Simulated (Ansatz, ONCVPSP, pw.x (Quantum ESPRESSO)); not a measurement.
**Sr: does the ONCV potential hold in the solid?**

* Element: Sr (Z = 38)
* Generator: ONCVPSP 4.0.1
* Type: optimised norm-conserving Vanderbilt (ONCV)
* Functional: PBE
* Relativity: scalar-relativistic
* Frozen core: [Ar] 3d10
* Valence charge: 10
* Reference configuration: 4s2 4p6 5s2
* Partial waves: 4s+5s: rc 2.10 bohr, ncon 5, nbas 9, qcut 3.7 1/bohr, 2 projectors; 4p: rc 2.10 bohr, ncon 3, nbas 7, qcut 8.4 1/bohr, 2 projectors, debl 2.8 Ha; d scattering state at 0.08 Ha: rc 2.35 bohr, ncon 4, nbas 9, qcut 4.5 1/bohr, 1 projector
* Local potential: polynomial inside 2.10 bohr (lpopt 5, dvloc0 -1 Ha)
* Core correction: Teter function, fcfact 5.75, rcfact 1.25

In the d channel the program set the typed energies aside and used 0.050 Ha.

Crystal test: bcc Sr in pw.x 7.5, no spin, 10³ k-points, Fermi–Dirac smearing 0.01 Ry, cutoffs 115/460 Ry. The reference is all-electron LAPW (Ansatz 0.2.0) with the same functional, mesh and smearing; V0 and B0 come from Birch–Murnaghan fits to the pressures at five volumes. Errors are pseudo minus all-electron; Δ is the rms difference of the E(V) curves that follow from these fits, minima aligned, over ±6 % about the mean V0. Mesh and smearing are coarse, so the numbers serve the comparison and aren't converged zero-temperature values; the lattice is a test structure that the element need not adopt.

All-electron: a0 = 4.780 Å (V0 = 54.61 Å³/atom), B0 = 11.4 GPa.

Question: How far does the potential miss the all-electron equation of state?

Answer: mean pressure error (GPa): -0.02; a0 (Å): 4.778; a0 error (%): -0.05; B0 error (%): +0.2; Δ (meV/atom): 0.2.

```tsv
V (Å³/atom)	P all-electron (GPa)	P pseudo (GPa)
51.857	0.64	0.62
53.221	0.31	0.29
54.586	0.01	-0.01
55.951	-0.27	-0.28
57.315	-0.51	-0.53
```

Question: At the middle volume, how do free energy and pressure move when the wave cutoff is lowered (ecutrho kept at four times it)?

Answer:

```tsv
cutoff (Ry)	shift of F (meV/atom)	shift of P (GPa)
52	+57.5	-0.27
69	+42.6	-0.02
92	+13.6	-0.23
```

The 8 pw.x runs together took about 3.7 min on one core of a shared server CPU.
